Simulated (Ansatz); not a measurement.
Reactions of `C[Te][AlH][SiH3]`.

Computed with Ansatz on PBE0-D4/def2-TZVP structures; ΔE is electronic, products minus reactants. CBS: MP2 limit from def2 TZ/QZ plus the TZ coupled-cluster correction, frozen cores. This one scheme is used for every species, atoms too. Functionals use def2-TZVPP. Open shells (•) are unrestricted, without spin–orbit coupling. Spin–orbit coupling would lower the free atoms: a little for Al, C, Si; strongly for Te. def2 core potentials past Kr. Bonds to As, Te are less sure, by a few kJ/mol each and by 10 to 20 or more in all where they break to atoms, as the def2 sets lack core-valence functions. Scalar relativity is left out up to krypton. Each species was taken in one conformer, which may not be the lowest.

| reaction | CCSD(T)/CBS(def2) (kJ/mol) |
| --- | --- |
| `C[Te][AlH][SiH3]` + `BF` → `C[Te]BF` + `[AlH2][SiH3]` | 74 |
| `C[Te][AlH][SiH3]` → Al• + C• + 7 H• + Si• + Te• | 3295 |
| `C[Te][AlH][SiH3]` + `FC(F)F` → `C[Te]C(F)(F)F` + `[AlH2][SiH3]` | 187 |
| `C[Te][AlH][SiH3]` + BH₃ → `B[Te]C` + `[AlH2][SiH3]` | ? |
| `C[Te][AlH][SiH3]` + `OBO` → `C[Te]B(O)O` + `[AlH2][SiH3]` | 97 |
| `C[Te][AlH][SiH3]` + `C=CF` → `C[Te]/C=C/F` + `[AlH2][SiH3]` | 161 |
| `C[Te][AlH][SiH3]` + `O[AsH2]` → `C[Te][AsH]O` + `[AlH2][SiH3]` | ? |

(1) Fill in the missing values. (Best estimate.)

Largest T1 diagnostic: 0.018, for Al•.

Results:

(1) Ansatz gave: `C[Te][AlH][SiH3]` + BH₃ → `B[Te]C` + `[AlH2][SiH3]`: +42.0 kJ/mol; `C[Te][AlH][SiH3]` + `O[AsH2]` → `C[Te][AsH]O` + `[AlH2][SiH3]`: +62.5 kJ/mol.
